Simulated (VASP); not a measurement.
# VASP 6.6.1 run: BN

INCAR

```
LCHARG = .FALSE.
SIGMA = 0.02
ENCUT = 600
NSW = 40
EDIFF = 1E-7
NBANDS = 11
ISMEAR = -1
ISIF = 3
IBRION = 2
LREAL = .FALSE.
LASPH = .TRUE.
EDIFFG = 0.001
NELM = 96
LWAVE = .FALSE.
PREC = Accurate
GGA = CA
```

KPOINTS

```
KPOINTS created by Atomic Simulation Environment
0
Gamma
10 10 10
0 0 0
```

POSCAR

```
B  N
 1.0000000000000000
    -0.0000000000000000    1.8122639363159465    1.8122639363159465
     1.8122639363159465    0.0000000000000000    1.8122639363159465
     1.8122639363159465    1.8122639363159465    0.0000000000000000
 B   N
   1   1
Cartesian
  0.0000000000000000 -0.0000000000000000 -0.0000000000000000
  0.9061319681579733  0.9061319681579733  0.9061319681579733
```

The recommended LDA PAW datasets give the neutral cell 8 valence electrons.

Command

```
mpirun -np 1 vasp_std
```

OSZICAR

```
N       E                     dE             d eps       ncg     rms          rms(c)
DAV:   1     0.895835583689E+01    0.89584E+01   -0.53922E+03  1050   0.802E+02
DAV:   2    -0.200396807005E+02   -0.28998E+02   -0.28168E+02  1273   0.157E+02
DAV:   3    -0.205155408507E+02   -0.47586E+00   -0.47496E+00  1237   0.169E+01
DAV:   4    -0.205160945210E+02   -0.55367E-03   -0.55366E-03  1103   0.708E-01
DAV:   5    -0.205160950612E+02   -0.54025E-06   -0.54020E-06  1193   0.212E-02    0.645E+00
DAV:   6    -0.195371158970E+02    0.97898E+00   -0.32634E+00  1034   0.102E+01    0.304E+00
DAV:   7    -0.194318756017E+02    0.10524E+00   -0.80851E-02  1169   0.239E+00    0.175E+00
DAV:   8    -0.194004633563E+02    0.31412E-01   -0.43855E-02  1148   0.142E+00    0.172E-01
DAV:   9    -0.194003099479E+02    0.15341E-03   -0.94663E-04  1139   0.264E-01    0.808E-02
DAV:  10    -0.194002931706E+02    0.16777E-04   -0.48959E-05  1151   0.639E-02    0.142E-02
...
   2 F= -.19397731E+02 E0= -.19397731E+02  d E =0.256226E-02
       N       E                     dE             d eps       ncg     rms          rms(c)
DAV:   1    -0.194405755069E+02   -0.42844E-01   -0.66070E-01  1097   0.688E+00    0.108E+00
DAV:   2    -0.194190890717E+02    0.21486E-01   -0.86841E-02  1088   0.179E+00    0.286E-01
DAV:   3    -0.194179499844E+02    0.11391E-02   -0.21856E-03  1121   0.410E-01    0.114E-01
DAV:   4    -0.194175618966E+02    0.38809E-03   -0.36770E-04  1142   0.134E-01    0.347E-02
DAV:   5    -0.194175536484E+02    0.82482E-05   -0.15485E-05  1139   0.278E-02    0.207E-02
DAV:   6    -0.194175529832E+02    0.66520E-06   -0.72349E-07  1127   0.721E-03    0.969E-04
DAV:   7    -0.194175529541E+02    0.29071E-07   -0.32950E-08   538   0.120E-03
   3 F= -.19417553E+02 E0= -.19417553E+02  d E =-.172593E-01
```

From OUTCAR

```
k-points           NKPTS =     47   k-points in BZ     NKDIM =     47   number of bands    NBANDS=     11

   NELECT =       8.0000    total number of electrons

   dimension x,y,z NGX =    20 NGY =   20 NGZ =   20
   dimension x,y,z NGXF=    40 NGYF=   40 NGZF=   40

  energy-cutoff  :      600.00
  volume of cell :       11.50
      direct lattice vectors                 reciprocal lattice vectors
    -0.000000000  1.791419503  1.791419503    -0.279108271  0.279108271  0.279108271
     1.791419503  0.000000000  1.791419503     0.279108271 -0.279108271  0.279108271
     1.791419503  1.791419503 -0.000000000     0.279108271  0.279108271 -0.279108271

 k-points in reciprocal lattice and weights: KPOINTS created by Atomic Simulation Env
   0.00000000  0.00000000  0.00000000       0.001
   0.10000000  0.00000000  0.00000000       0.008
   0.20000000  0.00000000  0.00000000       0.008
   0.30000000  0.00000000  0.00000000       0.008
   0.40000000  0.00000000  0.00000000       0.008
   0.50000000  0.00000000  0.00000000       0.004
   0.10000000  0.10000000  0.00000000       0.006
   0.20000000  0.10000000  0.00000000       0.024
   ...

 E-fermi :   8.1271

 k-point     1 :       0.0000    0.0000    0.0000
  band No.  band energies     occupation
      1     -12.6487      2.00000
      2       7.7270      2.00000
      3       7.7270      2.00000
      4       7.7270      2.00000
      5      16.5369      0.00000
      6      16.5369      0.00000
      7      16.5369      0.00000
      8      18.6062      0.00000
      9      32.7267      0.00000
     10      35.8458      0.00000
     11      35.8458      0.00000

 k-point     2 :       0.1000    0.0000    0.0000
  band No.  band energies     occupation
      1     -12.3995      2.00000
      2       6.4437      2.00000
      3       7.4636      2.00000
      4       7.4636      2.00000
      5      16.8904      0.00000
      6      16.9329      0.00000
      7      16.9329      0.00000
      8      19.3301      0.00000
      9      32.2813      0.00000
     10      33.0579      0.00000
     11      33.0579      0.00000

 k-point     3 :       0.2000    0.0000    0.0000
  band No.  band energies     occupation
      1     -11.6648      2.00000
      2       3.6876      2.00000
      3       6.8735      2.00000
      4       6.8735      2.00000
      5      17.4001      0.00000
      6      17.7468      0.00000
      7      17.7468      0.00000
      8      20.8636      0.00000
      9      31.4525      0.00000
     10      31.5494      0.00000
     11      31.5494      0.00000

 k-point     4 :       0.3000    0.0000    0.0000
  band No.  band energies     occupation
      1     -10.4972      2.00000
      2       0.6699      2.00000
      3       6.2790      2.00000
      4       6.2790      2.00000
      5      17.8548      0.00000
      6      18.3160      0.00000
      7      18.3160      0.00000
      8      22.1192      0.00000
      9      31.0047      0.00000
     10      31.8123      0.00000
     11      31.8123      0.00000

 k-point     5 :       0.4000    0.0000    0.0000
  band No.  band energies     occupation
      1      -9.0855      2.00000
      2      -1.9634      2.00000
      3       5.8709      2.00000
      4       5.8709      2.00000
      5      18.1767      0.00000
      6      18.4511      0.00000
      7      18.4511      0.00000
      8      22.8031      0.00000
      9      31.0571      0.00000
     10      33.5153      0.00000
     11      33.5153      0.00000

 ...

  Total       -0.0068354     -0.0068354     -0.0068354     -0.0000000     -0.0000000     -0.0000000
  in kB       -0.9524713     -0.9524713     -0.9524713     -0.0000000     -0.0000000     -0.0000000
  external PRESSURE =      -0.9524713 kB  Pullay stress =       0.0000000 kB

 POSITION                                       TOTAL-FORCE (eV/Angst)
 -----------------------------------------------------------------------------------
      0.00000      0.00000      0.00000        -0.000000     -0.000000     -0.000000
      0.89571      0.89571      0.89571         0.000000      0.000000      0.000000
 -----------------------------------------------------------------------------------
    total drift:                               -0.000000     -0.000000     -0.000000

  FREE ENERGIE OF THE ION-ELECTRON SYSTEM (eV)
  ---------------------------------------------------
  free  energy   TOTEN  =       -19.4175529541 eV

  energy  without entropy=      -19.4175529541  energy(sigma->0) =      -19.41755295
```

```
ionic step  ΔE (meV/atom)  volume (Å³)  largest force (eV/Å)  pressure (GPa)  electronic steps
         1            0.0        11.90                 0.000          -13.17                12
         2            1.3        11.08                 0.000           15.78                 7
         3           -8.6        11.50                 0.000           -0.10                 7
```

It converged. Results: relaxed cell vector lengths 2.533, 2.533, 2.533 Å; relaxed cell volume 11.50 Å³.

For comparison, a separate LDA relaxation on usual settings, not on those above, ends at 11.50 Å³.

The run above took about 14 s on one core of a shared host (Intel Xeon Platinum 8488C) and held 0.12 GiB at most.
